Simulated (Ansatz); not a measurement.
**HfO2 — O-17 NMR of the central transition**

Cell: a computed structure from the Materials Project (it need not be an observed phase), atoms as given.

Space group Pbca (No. 61); a = 5.0378, b = 9.9722, c = 5.2024 Å.

```csv
site,Wyckoff,site symmetry,x,y,z
Hf,8c,1,0.7544,0.1154,0.4649
O9,8c,1,0.9976,0.4771,0.2613
O17,8c,1,0.6258,0.2895,0.6265
```

One atom of each set is listed.

All values are calculated (Ansatz; DFT, r2SCAN, plane waves and PAW (field gradients read without the response of the frozen cores, which leaves them typically 4 to 6 % off), scalar-relativistic, 500 eV cutoff, Γ-centred 5×3×5 k-points, Fermi–Dirac smearing 0.02 eV), not measured.

O-17 has I = 5/2 and Q = -25.58 mb (Pyykkö 2018); at 9.4 T its Larmor frequency is ν₀ = 54.3 MHz. Only the quadrupole interaction is simulated: positions count from each site's isotropic chemical shift, and J coupling is left out, as are shift anisotropy and dipolar coupling, which fast spinning averages.

Question: Give C_Q, η, the quadrupolar product P_Q = |C_Q|(1 + η²/3)^½, the second-order isotropic shift and the breadth of the pattern (fast magic-angle spinning) for each O site.

Answer: 

```
site                                    first shell  C_Q (MHz)     η  P_Q (MHz)  δ_QIS (ppm)  breadth (kHz)
  O9                            4 Hf at 2.13–2.20 Å      0.966  0.76       1.06        -2.27          0.281
 O17  3 Hf at 2.03–2.15 Å; also 2 Hf at 3.32–3.34 Å       1.79  0.52       1.87        -7.09          0.893
```

δ_QIS = −(ν_Q²/30ν₀²)[I(I+1) − 3/4](1 + η²/3) × 10⁶ ppm with ν_Q = 3|C_Q|/[2I(2I−1)]; it falls as 1/B₀² in ppm, and the breadth as 1/B₀ in kHz.

Without spin–orbit coupling the gradients at and beside Hf can be off by some per cent, at some sites by more.

The run took 44 s of wall time (44 s of CPU time) and 1.7 GiB at its peak, on 1 thread of AMD EPYC 9R45 (Zen 5) (x86_64; 16 cores open to the job, memory cap 3.0 GiB, no GPU), a shared host with a load of 0.2 a core.
